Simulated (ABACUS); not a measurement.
## AgCl (Chlorargyrite): single point with r2SCAN

**Experimental background.**

A printed reference work, data compilation reports, for a bulk crystal of AgCl: band gap 3.249 eV (indirect).

Crystal: AgCl (Chlorargyrite).

```
CELL_PARAMETERS angstrom
0.00000 2.73500 2.73500
2.73500 0.00000 2.73500
2.73500 2.73500 0.00000
ATOMIC_POSITIONS crystal
Ag 0.00000 0.00000 0.00000
Cl 0.50000 0.50000 0.50000
```

| Property | Result |
| --- | --- |
| Program | ABACUS 3.10.1 |
| Task | single point |
| Functional | r2SCAN |
| Potentials or basis | SG15 ONCV 1.2 PBE |
| Cutoff | 1361 eV |
| Density cutoff | 5442 eV |
| Basis | DZP LCAO (the cutoffs set its grid) |
| k mesh | 6 × 6 × 6 |
| Occupations | fermi-dirac, width 0.05 eV |
| Spin | no spin polarisation |

The pressure is 2.7 GPa, the band gap on the k mesh is 1.37 eV, indirect (least direct gap 3.93 eV) and the mulliken charges are Ag +0.52; Cl -0.52 e.

Levels at points of the mesh, in eV from the valence-band top:
| k point | band 11 | band 12 | band 13 | band 14 | band 15 | band 16 |
| --- | --- | --- | --- | --- | --- | --- |
| (0.00, 0.00, 0.00) | -2.56 | -2.56 | -2.56 | 1.37 | 11.97 | 11.97 |
| (0.50, 0.50, 0.50) | -1.91 | 0.00 | 0.00 | 5.31 | 7.46 | 8.54 |
| (0.50, 0.50, 0.00) | -2.14 | -2.14 | -1.99 | 2.90 | 9.18 | 9.92 |

It took 16 s on 4 MPI ranks on Intel(R) Xeon(R) Platinum 8488C (Sapphire Rapids) (shared host), peak memory 0.44 GiB a rank.

Against the measured gap of AgCl, 3.249 eV (indirect; a printed reference work, data compilation), the calculated 1.37 eV is off by -1.88 eV. So large a miss can be the level of theory's own, or it may mean another phase, state or a wrong row. Spin-orbit coupling on Ag is left out. The value is that of r2SCAN in an atomic basis (SG15 ONCV 1.2 PBE, DZP LCAO (the cutoffs set its grid)), whose error adds to the functional's, on a finite k mesh, which can miss the band edges, without temperature or zero-point motion.

Caveat: the atomic orbitals were generated for these runs and aren't a published set; Mulliken charges move with the basis; the potentials were made for another functional, which shifts forces and pressure; the basis of atomic orbitals isn't converged, which shifts pressures, moduli and gaps.
